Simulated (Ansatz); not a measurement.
Input for Ansatz (plane-wave DFT), Ba:

```yaml
crystal:
  lattice:
    - [4.3116136979, 0.0, 0.0]
    - [-2.155806849, 3.7339669937, 0.0]
    - [0.0, 0.0, 3.9134133]
  atoms:
    - { symbol: Ba, position: [0.647, 0.296, 0.394] }
basis:
  ecutwfc: 420
kpoints:
  mp_grid: { grid: [6, 6, 4] }
hamiltonian:
  xc: pbe
scf:
  occupations: { method: gaussian, width: 0.015 }
output:
  forces: true
  stress: true
  eigenvalues: true
```

Command:

```bash
ansatz run input.yaml --threads 1 --pin off --max-ram 1331MiB --backend cpu --events-out ev --progress --plain --runs-dir out
```

Output, shortened (HF is the Harris–Foulkes energy, dr2 the density residual in eV):

```text
Pseudopotential: Ba, paw, valence charge 10, recommended cutoff 420 eV (normal)
Crystal: 1 atom, lattice volume = 63.004 Å³
Basis set: ecut = 420 eV, 1207 PW (Γ), exchange–correlation on 60×60×54 points (8 copies of the dense FFT grid, shifted against one another)
Bands: 9, of which v1, the nominal top of the filled ones, is band 5 counted from 1 (4 counted from 0)
Symmetry: 24 space group operations
Space group: P6/mmm (ITA 191), of the structure as read, at distance tolerance 4.0e-5 Å
k-points: 21 of 144
Initial density: superposition of atomic densities, corrected by the library's trained network
SCF iter   1: HF=-5949.349069 eV  Δρ=1.26e-3  dr2=2.10e-3
SCF iter   2: HF=-5949.349086 eV  Δρ=5.91e-4  dr2=2.74e-4
SCF iter   3: HF=-5949.349112 eV  Δρ=1.27e-4  dr2=8.66e-6
SCF iter   4: HF=-5949.349117 eV  Δρ=1.23e-5  dr2=9.67e-8
SCF iter   5: F=-5949.349117 eV  HF=-5949.349117 eV  Δρ=3.80e-6  dr2=6.30e-9
SCF iter   6: F=-5949.349117 eV  HF=-5949.349117 eV  Δρ=3.60e-7  dr2=1.73e-10
SCF 1 converged in 6 iterations: F = -5949.349117 eV  dr2 = 1.73e-10
SCF converged after 6 iterations
Free energy (F): -5949.349117 eV
E sigma→0 (E₀):  -5949.348950 eV
Entropy (-TS):   -0.000335 eV (-0.335 meV/atom)
Fermi energy:    5.756694 eV
--- Forces (eV/Å), atoms counted from 1 ---
  atom   1  Ba     0.00000000     0.00000000     0.00000000
--- Stress (GPa, compression-positive) ---
       -0.280382      -0.000000       0.000000
       -0.000000      -0.280382       0.000000
        0.000000       0.000000       0.593624
  P = ⅓ Tr σ = 0.0110 GPa (0.110 kbar)
```

These settings were drawn at random to show what each does; none of the numbers is a converged property of the crystal.